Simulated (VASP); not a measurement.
# GaN with r2SCAN: from relaxation to properties, part 5 of 7

Aim: relax GaN with r2SCAN, compute its properties on that cell and hold them against experiment. The start is a cell from a database of measured crystal structures.

VASP 6.6.1, plane waves and PAW; the level of theory is named at each step.

So far, least gap on mesh and path (eV): step 5 (bands along the symmetry lines (r2SCAN)) 2.30. The relaxed cell has a = 3.189, c = 5.194 Å (conventional setting).

The database entry behind the starting cell differs from later determinations by our own check (about 0.3 % short, ideal inner coordinate), so it need not match the best structure at ambient conditions.

**8. Optical spectrum (r2SCAN)**

Level of this step: r2SCAN; plane waves and PAW (Ga_d, N) (VASP).

LOPTICS sums transitions from filled to empty bands. NBANDS is raised for it.

The input, INCAR:

```
SYSTEM = GaN
PREC = Accurate
ENCUT = 520
EDIFF = 1E-06
NELM = 100
ISMEAR = 0
SIGMA = 0.05
LREAL = .FALSE.
ALGO = Normal
METAGGA = R2SCAN
LASPH = .TRUE.
NBANDS = 50
LORBIT = 11
LWAVE = .FALSE.
LCHARG = .FALSE.
KPAR = 4
LOPTICS = .TRUE.
NEDOS = 1500
CSHIFT = 0.1
```

The input, POSCAR:

```
GaN
1.0
    3.1888555310      0.0000000000      0.0000000000
   -1.5944277655      2.7616298988      0.0000000000
    0.0000000000      0.0000000000      5.1940668973
Ga N
2 2
Direct
    0.3333333333      0.6666666667      0.9991932276
    0.6666666667      0.3333333333      0.4991932276
    0.3333333333      0.6666666667      0.3758067724
    0.6666666667      0.3333333333      0.8758067724
```

The input, KPOINTS:

```
Automatic mesh
0
Gamma
10 10 6
0 0 0
```

The projector-augmented-wave data sets are Ga_d and N (PBE family, release 64).

Launch:

```sh
> mpirun -np 4 vasp_std
```

The log of the run:

```text
[... set-up lines as in an earlier step ...]
 entering main loop
       N       E                     dE             d eps       ncg     rms          rms(c)
DAV:   1     0.289226927378E+03    0.28923E+03   -0.13771E+04  7800   0.139E+03
DAV:   2    -0.967432199857E+01   -0.29890E+03   -0.25826E+03  5624   0.368E+02
DAV:   3    -0.524165508673E+02   -0.42742E+02   -0.41682E+02  6560   0.959E+01
DAV:   4    -0.536414225367E+02   -0.12249E+01   -0.12227E+01  6538   0.170E+01
DAV:   5    -0.536532782291E+02   -0.11856E-01   -0.11854E-01  6776   0.166E+00    0.102E+01
DAV:   6    -0.436329141239E+02    0.10020E+02   -0.18470E+00  8574   0.262E+01    0.308E+00
DAV:   7    -0.438065374348E+02   -0.17362E+00   -0.94961E-01  6128   0.472E+00    0.263E+00
DAV:   8    -0.438222266771E+02   -0.15689E-01   -0.34537E-02  7408   0.231E+00    0.535E-01
DAV:   9    -0.438215308686E+02    0.69581E-03   -0.17156E-02  7030   0.138E+00    0.148E-01
DAV:  10    -0.438217427452E+02   -0.21188E-03   -0.19585E-03  6812   0.186E-01    0.888E-02
DAV:  11    -0.438219671339E+02   -0.22439E-03   -0.28303E-04  6884   0.126E-01    0.480E-02
DAV:  12    -0.438219114302E+02    0.55704E-04   -0.59096E-05  6278   0.604E-02    0.762E-03
DAV:  13    -0.438219031583E+02    0.82719E-05   -0.82788E-06  6748   0.121E-02    0.649E-03
DAV:  14    -0.438219047825E+02   -0.16242E-05   -0.36904E-07  3956   0.365E-03    0.290E-03
DAV:  15    -0.438219052500E+02   -0.46748E-06   -0.12632E-07  3052   0.199E-03
   1 F= -.43821905E+02 E0= -.43821905E+02  d E =-.102898E-13
 optical routines
 imaginary and real dielectric function
 direction            1
 direction            2
 direction            3
```

Wall time 64 s (4 MPI ranks of Intel Xeon 6975P-C (Granite Rapids), shared host); peak memory 1.2 GiB; 4.1 min of CPU time.

OUTCAR, selected parts (step 8):

```text
   k-points           NKPTS =     56   k-points in BZ     NKDIM =     56   number of bands    NBANDS=     50

   NELECT =      36.0000    total number of electrons

 E-fermi :   5.2810

 k-point     1 :       0.0000    0.0000    0.0000
  band No.  band energies     occupation
    ...
     14       3.9812      2.00000
     15       3.9812      2.00000
     16       5.0026      2.00000
     17       5.0416      2.00000
     18       5.0416      2.00000
     19       7.3446      0.00000
     20       9.8192      0.00000
     21      14.9643      0.00000
     22      15.5980      0.00000
     23      15.5981      0.00000
    ...

  Total        0.0071935      0.0071935     -0.0180546      0.0000000      0.0000000      0.0000000
  in kB        0.2519680      0.2519680     -0.6323987      0.0000000      0.0000000      0.0000000
  external PRESSURE =      -0.0428209 kB  Pullay stress =       0.0000000 kB

 POSITION                                       TOTAL-FORCE (eV/Angst)
 -----------------------------------------------------------------------------------
     -0.00000      1.84109      5.18988         0.000000      0.000000     -0.003544
      1.59443      0.92054      2.59284        -0.000000      0.000000     -0.003544
     -0.00000      1.84109      1.95197        -0.000000      0.000000      0.003544
      1.59443      0.92054      4.54900        -0.000000      0.000000      0.003544
 -----------------------------------------------------------------------------------
    total drift:                                0.000002      0.000004      0.035214

  FREE ENERGIE OF THE ION-ELECTRON SYSTEM (eV)
  ---------------------------------------------------
  free  energy   TOTEN  =       -43.8219052500 eV

  energy  without entropy=      -43.8219052500  energy(sigma->0) =      -43.82190525

 plasma frequency squared (from intraband transitions) (eV^2)
  --------------------------------------------------------------------------------------
       0.000       0.000       0.000
       0.000       0.000       0.000
       0.000       0.000       0.000

[... 9 parts as in an earlier step ...]

[... 7 further parts left out ...]
```

These are independent-particle spectra without excitons or local fields, and fine structure depends on the mesh and on CSHIFT.

Numbers from this step:

| Quantity | Value |
| --- | --- |
| SCF cycles | 15 |
| bands | 50 |
| irreducible k-points | 56 |
| Fermi energy | 5.281 eV |
| pressure | -0.004282 GPa |

The imaginary dielectric function has structure finer than the step of the table below, so its rows give means over 0.5 eV, whole bins alone (the curve runs from 0 to 25.0 eV). Peaks (eV: height): xx 3.74: 2.07, 4.81: 2.71, 5.88: 5.15, 7.04: 9.15, 8.06: 7.52, 9.57: 7.42, 12.00: 6.94; zz 6.46: 9.16, 7.09: 8.88, 7.38: 9.00, 8.31: 7.17, 8.70: 6.79, 10.30: 5.97, 11.37: 9.31.

Imaginary dielectric function against photon energy; means over each step:

| photon energy (eV) | xx | zz |
| --- | --- | --- |
| 0.5 | 0.0108 | 0.0116 |
| 1.0 | 0.0245 | 0.0261 |
| 1.5 | 0.0498 | 0.0521 |
| 2.0 | 0.258 | 0.228 |
| 2.5 | 0.502 | 0.587 |
| 3.0 | 1.13 | 1.21 |
| 3.5 | 1.12 | 1.09 |
| 4.0 | 1.13 | 1.40 |
| 4.5 | 1.58 | 1.99 |
| 5.0 | 1.91 | 2.24 |
| 5.5 | 2.00 | 1.46 |
| 6.0 | 4.78 | 5.84 |
| 6.5 | 4.72 | 7.11 |
| 7.0 | 7.49 | 6.74 |
| 7.5 | 5.15 | 6.76 |
| 8.0 | 7.18 | 6.77 |
| 8.5 | 6.35 | 6.21 |
| 9.0 | 5.25 | 4.00 |
| 9.5 | 7.08 | 3.75 |
| 10.0 | 5.53 | 5.14 |
| 10.5 | 4.85 | 4.79 |
| 11.0 | 4.36 | 5.07 |
| 11.5 | 5.92 | 7.95 |
| 12.0 | 6.42 | 6.69 |
| 12.5 | 5.11 | 5.36 |
| 13.0 | 3.61 | 3.08 |
| 13.5 | 2.41 | 1.99 |
| 14.0 | 2.10 | 1.85 |
| 14.5 | 1.87 | 1.66 |
| 15.0 | 1.72 | 1.63 |
| 15.5 | 1.26 | 1.49 |
| 16.0 | 1.02 | 1.19 |
| 16.5 | 1.07 | 1.19 |
| 17.0 | 0.773 | 0.900 |
| 17.5 | 0.753 | 0.565 |
| 18.0 | 0.851 | 0.687 |
| 18.5 | 0.721 | 0.644 |
| 19.0 | 0.632 | 0.546 |
| 19.5 | 0.655 | 0.626 |
| 20.0 | 0.575 | 0.576 |
| 20.5 | 0.517 | 0.537 |
| 21.0 | 0.450 | 0.531 |
| 21.5 | 0.494 | 0.560 |
| 22.0 | 0.500 | 0.499 |
| 22.5 | 0.453 | 0.478 |
| 23.0 | 0.394 | 0.414 |
| 23.5 | 0.445 | 0.430 |
| 24.0 | 0.467 | 0.496 |
| 24.5 | 0.457 | 0.443 |

Table of real dielectric function by photon energy:

```csv
photon energy (eV),xx,zz
0,5.29,5.43
1,5.40,5.55
2,5.96,6.13
3,6.75,7.24
4,5.63,5.86
5,5.88,6.25
6,7.02,8.29
7,5.57,6.91
8,3.97,2.70
9,2.66,0.243
10,-0.0608,2.89
11,1.56,3.67
12,-0.461,-1.02
13,-2.56,-2.87
14,-1.35,-1.41
15,-1.42,-1.16
16,-0.912,-1.02
17,-0.659,-0.900
18,-0.423,-0.261
19,-0.171,-0.0592
20,-0.0632,-0.00162
21,0.0560,0.112
22,0.216,0.252
23,0.294,0.198
24,0.350,0.392
```

The mean of ε2 over directions passes 5 % of its top at 2.19 eV, against a least direct gap of 2.30 eV on this mesh; what lies under the gap is the tail of the broadening by CSHIFT.

**9. Band structure (r2SCAN + SOC)**

This step: r2SCAN, spin-orbit coupling; plane waves and PAW (Ga_d, N) (VASP 6.6.1).

Levels along the symmetry lines show where the bands peak and cross; KPOINTS_OPT computes them in the converged potential. Spin-orbit coupling needs spinors and the noncollinear program, where each band holds one electron.

Changes to INCAR since step 8:

```diff
@@ -11,3 +11,7 @@
 LASPH = .TRUE.
-NBANDS = 50
+LNONCOLLINEAR = .TRUE.
+MAGMOM = 0 0 0 0 0 0 0 0 0 0 0 0
+NBANDS = 48
+GGA_COMPAT = .FALSE.
+LSORBIT = .TRUE.
 LORBIT = 11
@@ -16,4 +20 @@
 KPAR = 4
-LOPTICS = .TRUE.
-NEDOS = 1500
-CSHIFT = 0.1
```

POSCAR is that of step 8.

The input, KPOINTS:

```
Automatic mesh
0
Gamma
6 6 3
0 0 0
```

The input, KPOINTS_OPT:

```
Line mode
16
Line-mode
Reciprocal
  0.00000000   0.00000000   0.00000000 GAMMA
  0.50000000   0.00000000   0.00000000 M

  0.50000000   0.00000000   0.00000000 M
  0.33333333   0.33333333   0.00000000 K

  0.33333333   0.33333333   0.00000000 K
  0.00000000   0.00000000   0.00000000 GAMMA

  0.00000000   0.00000000   0.00000000 GAMMA
  0.00000000   0.00000000   0.50000000 A

  0.00000000   0.00000000   0.50000000 A
  0.50000000   0.00000000   0.50000000 L

  0.50000000   0.00000000   0.50000000 L
  0.33333333   0.33333333   0.50000000 H

  0.33333333   0.33333333   0.50000000 H
  0.00000000   0.00000000   0.50000000 A

  0.50000000   0.00000000   0.50000000 L
  0.50000000   0.00000000   0.00000000 M

  0.33333333   0.33333333   0.00000000 K
  0.33333333   0.33333333   0.50000000 H
```

Launch:

```sh
> mpirun -np 4 vasp_ncl
```

The log of the run:

```text
[... set-up lines as in an earlier step ...]
 entering main loop
       N       E                     dE             d eps       ncg     rms          rms(c)
DAV:   1     0.381623879232E+03    0.38162E+03   -0.16604E+04  2352   0.287E+03
DAV:   2     0.271005527808E+02   -0.35452E+03   -0.33115E+03  2048   0.735E+02
DAV:   3    -0.479517479619E+02   -0.75052E+02   -0.73184E+02  2312   0.222E+02
DAV:   4    -0.534832295492E+02   -0.55315E+01   -0.54739E+01  2520   0.637E+01
DAV:   5    -0.536551629219E+02   -0.17193E+00   -0.17158E+00  2448   0.116E+01    0.101E+01
DAV:   6    -0.435461240267E+02    0.10109E+02   -0.76323E+00  3200   0.544E+01    0.303E+00
DAV:   7    -0.438054063525E+02   -0.25928E+00   -0.25660E+00  2168   0.114E+01    0.265E+00
DAV:   8    -0.438278493585E+02   -0.22443E-01   -0.12311E-01  2712   0.821E+00    0.843E-01
DAV:   9    -0.438246435574E+02    0.32058E-02   -0.51511E-02  2928   0.343E+00    0.149E-01
DAV:  10    -0.438250278255E+02   -0.38427E-03   -0.68384E-03  2872   0.859E-01    0.847E-02
DAV:  11    -0.438251702777E+02   -0.14245E-03   -0.76151E-04  2320   0.270E-01    0.491E-02
DAV:  12    -0.438251919222E+02   -0.21644E-04   -0.17968E-05  2688   0.452E-02    0.275E-02
DAV:  13    -0.438251870069E+02    0.49152E-05   -0.41200E-06  2112   0.310E-02    0.877E-03
DAV:  14    -0.438251855483E+02    0.14586E-05   -0.33549E-06  2896   0.495E-02    0.112E-03
DAV:  15    -0.438251857025E+02   -0.15418E-06   -0.21583E-06  1656   0.116E-02
   1 F= -.43825186E+02 E0= -.43825186E+02  d E =-.598475E-13  mag=     0.0000     0.0000    -0.0000
 Start KPOINTS_OPT (optional k-point list driver)
k-point batch [1-21\144]
       N       E                     dE             ncg
DAV:   1     0.515395380324E+04   -0.10810E+05     2368
DAV:   2    -0.226380605334E+04   -0.74178E+04     2024
DAV:   3    -0.378099384883E+04   -0.15172E+04     2312
DAV:   4    -0.388565544912E+04   -0.10466E+03     2472
DAV:   5    -0.388900205342E+04   -0.33466E+01     2616
DAV:   6    -0.388907458517E+04   -0.72532E-01     2592
DAV:   7    -0.388907739933E+04   -0.28142E-02     2856
DAV:   8    -0.388907742902E+04   -0.29684E-04     2576
DAV:   9    -0.388907742950E+04   -0.48432E-06     1576
[...]
k-point batch [127-144\144]
       N       E                     dE             ncg
DAV:   1     0.841013283186E+04   -0.22526E+05     1960
DAV:   2     0.195500082000E+04   -0.64551E+04     1736
DAV:   3     0.674423329405E+03   -0.12806E+04     1944
DAV:   4     0.583954795506E+03   -0.90469E+02     2160
DAV:   5     0.581213981317E+03   -0.27408E+01     2048
DAV:   6     0.581126227158E+03   -0.87754E-01     2416
DAV:   7     0.581123910668E+03   -0.23165E-02     2216
DAV:   8     0.581123887077E+03   -0.23590E-04     2360
DAV:   9     0.581123886726E+03   -0.35126E-06     1328
```

Wall time 5.9 min (4 MPI ranks); peak memory 1.4 GiB; 23 min of CPU time.

OUTCAR, selected parts (step 9):

```text
   k-points           NKPTS =     21   k-points in BZ     NKDIM =     21   number of bands    NBANDS=     48

   NELECT =      36.0000    total number of electrons

 E-fermi :   5.2845

 k-point     1 :       0.0000    0.0000    0.0000
  band No.  band energies     occupation
    ...
     32       5.0048      1.00000
     33       5.0429      1.00000
     34       5.0429      1.00000
     35       5.0470      1.00000
     36       5.0470      1.00000
     37       7.3464      0.00000
     38       7.3464      0.00000
     39       9.8200      0.00000
     40       9.8200      0.00000
     41      14.9660      0.00000
    ...

  Total       -0.0132496     -0.0132496     -0.0481956      0.0000000      0.0000000     -0.0000000
  in kB       -0.4640948     -0.4640948     -1.6881471      0.0000000      0.0000000     -0.0000000
  external PRESSURE =      -0.8721122 kB  Pullay stress =       0.0000000 kB

 POSITION                                       TOTAL-FORCE (eV/Angst)
 -----------------------------------------------------------------------------------
     -0.00000      1.84109      5.18988         0.000000      0.000000     -0.002675
      1.59443      0.92054      2.59284        -0.000000     -0.000000     -0.002675
     -0.00000      1.84109      1.95197        -0.000000     -0.000000      0.002675
      1.59443      0.92054      4.54900         0.000000      0.000000      0.002675
 -----------------------------------------------------------------------------------
    total drift:                               -0.000000      0.000000      0.034199

  FREE ENERGIE OF THE ION-ELECTRON SYSTEM (eV)
  ---------------------------------------------------
  free  energy   TOTEN  =       -43.8251857025 eV

  energy  without entropy=      -43.8251857025  energy(sigma->0) =      -43.82518570

 Spin-Orbit-Coupling matrix elements
 Ion:    1  E_soc:     -0.0101965
 Ion:    2  E_soc:     -0.0101965
 Ion:    3  E_soc:     -0.0000877
 Ion:    4  E_soc:     -0.0000877

 magnetization (x)
# of ion       s       p       d       tot
------------------------------------------
    1        0.000  -0.000  -0.000  -0.000
    2       -0.000   0.000  -0.000  -0.000
    3        0.000   0.000   0.000   0.000
    4        0.000   0.000   0.000   0.000
--------------------------------------------------
tot          0.000   0.000  -0.000  -0.000

 magnetization (y)
# of ion       s       p       d       tot
------------------------------------------
    1        0.000  -0.000   0.000  -0.000
    2        0.000   0.000   0.000   0.000
    3        0.000  -0.000   0.000   0.000
    4        0.000  -0.000   0.000  -0.000
--------------------------------------------------
tot          0.000  -0.000   0.000   0.000

 magnetization (z)
# of ion       s       p       d       tot
------------------------------------------
    1        0.000   0.000   0.000   0.000
    2        0.000   0.000   0.000   0.000
    3        0.000  -0.000   0.000  -0.000
    4        0.000   0.000   0.000   0.000
--------------------------------------------------
tot          0.000   0.000   0.000   0.000

[... 7 parts as in an earlier step ...]

[... 9 further parts left out ...]
```

Numbers from this step:

```
bands                             : 48
irreducible k-points              : 21
free energy (TOTEN)               : -43.83 eV
Fermi energy                      : 5.285 eV
pressure                          : -0.08721 GPa
least gap on mesh and path        : 2.299 eV
least direct gap on mesh and path : 2.299 eV
```

On-site spin-orbit energy by atom:

| atom | on-site spin-orbit energy (eV) |
| --- | --- |
| Ga1 | -0.0102 |
| Ga2 | -0.0102 |
| N3 | -0.0001 |
| N4 | -0.0001 |

The electronic bands at the labelled points (eV, zero at the valence-band top; v1 is the highest filled band, c1 the lowest empty one):

| point | v4 | v3 | v2 | v1 | c1 | c2 | c3 | c4 |
| --- | --- | --- | --- | --- | --- | --- | --- | --- |
| Γ | 0.00 | 0.00 | 0.00 | 0.00 | 2.30 | 2.30 | 4.77 | 4.77 |
| 0.53 of the way | -0.84 | -0.81 | -0.57 | -0.56 | 4.88 | 4.90 | 6.47 | 6.47 |
| M | -2.23 | -2.23 | -1.03 | -1.03 | 5.56 | 5.56 | 6.08 | 6.08 |
| 0.47 of the way | -2.38 | -2.37 | -1.84 | -1.84 | 6.10 | 6.10 | 6.99 | 7.01 |
| K | -3.03 | -3.01 | -2.78 | -2.78 | 5.59 | 5.59 | 8.46 | 8.46 |
| 0.47 of the way | -1.19 | -1.19 | -1.05 | -1.02 | 5.65 | 5.67 | 7.42 | 7.42 |
| Γ | 0.00 | 0.00 | 0.00 | 0.00 | 2.30 | 2.30 | 4.77 | 4.77 |
| 0.47 of the way | -0.15 | -0.15 | -0.14 | -0.14 | 3.40 | 3.40 | 4.87 | 4.87 |
| A | -0.54 | -0.54 | -0.54 | -0.54 | 4.72 | 4.72 | 4.72 | 4.72 |
| 0.47 of the way | -1.25 | -1.25 | -1.25 | -1.25 | 5.77 | 5.77 | 5.78 | 5.78 |
| L | -1.94 | -1.94 | -1.94 | -1.94 | 4.87 | 4.87 | 4.87 | 4.87 |
| 0.53 of the way | -1.63 | -1.63 | -1.61 | -1.61 | 5.94 | 5.94 | 5.96 | 5.96 |
| H | -1.52 | -1.52 | -1.52 | -1.52 | 6.96 | 6.96 | 6.99 | 6.99 |
| 0.47 of the way | -1.90 | -1.90 | -1.87 | -1.87 | 6.17 | 6.17 | 6.20 | 6.20 |
| A | -0.54 | -0.54 | -0.54 | -0.54 | 4.72 | 4.72 | 4.72 | 4.72 |
| jump to L | -1.94 | -1.94 | -1.94 | -1.94 | 4.87 | 4.87 | 4.87 | 4.87 |
| 0.47 of the way | -1.69 | -1.69 | -1.37 | -1.37 | 4.71 | 4.71 | 5.58 | 5.58 |
| M | -2.23 | -2.23 | -1.03 | -1.03 | 5.56 | 5.56 | 6.08 | 6.08 |
| jump to K | -3.03 | -3.01 | -2.78 | -2.78 | 5.59 | 5.59 | 8.46 | 8.46 |
| 0.47 of the way | -2.34 | -2.31 | -2.31 | -2.29 | 6.27 | 6.27 | 7.85 | 7.85 |
| H | -1.52 | -1.52 | -1.52 | -1.52 | 6.96 | 6.96 | 6.99 | 6.99 |

The largest weight of each band there:

| point | v4 | v3 | v2 | v1 | c1 | c2 | c3 | c4 |
| --- | --- | --- | --- | --- | --- | --- | --- | --- |
| Γ | N 0.77 | N 0.77 | N 0.78 | N 0.78 | N 0.57 | N 0.57 | Ga 0.72 | Ga 0.72 |
| M | N 0.64 | N 0.64 | N 0.73 | N 0.73 | Ga 0.89 | Ga 0.89 | Ga 0.61 | Ga 0.61 |
| K | N 0.62 | N 0.62 | N 0.64 | N 0.64 | Ga 0.90 | Ga 0.90 | N 0.54 | N 0.55 |
| Γ | N 0.77 | N 0.77 | N 0.78 | N 0.78 | N 0.57 | N 0.57 | Ga 0.72 | Ga 0.72 |
| A | N 0.74 | N 0.74 | N 0.74 | N 0.74 | N 0.53 | N 0.53 | N 0.53 | N 0.53 |
| L | N 0.68 | N 0.68 | N 0.68 | N 0.68 | Ga 0.75 | Ga 0.75 | Ga 0.75 | Ga 0.75 |

The gap moves by -0.00 eV against r2SCAN, which ran on another mesh.

The path shows a direct gap of 2.30 eV (valence top at Γ, conduction bottom at Γ).

[end of part 5 of 7]

[Lines on the potential files, build, host, timing and source positions are cut from VASP's logs without a mark.]

[Logs are printed without paths, hosts, clocks, repeated set-up lines and the standing remarks that a program may print on its own settings, such as how far it seeks lower states.]

[Hosts, paths, dates, database ids (printed as entryN), source tags and the programs' standing remarks are cut or masked in the printed files.]

[Measured values are set beside computed ones only where the two were judged alike; some that the calculation misses by far are left out.]

[In band tables of VASP the shares of atoms and orbitals are scaled to a sum of 1 inside the atoms' spheres.]
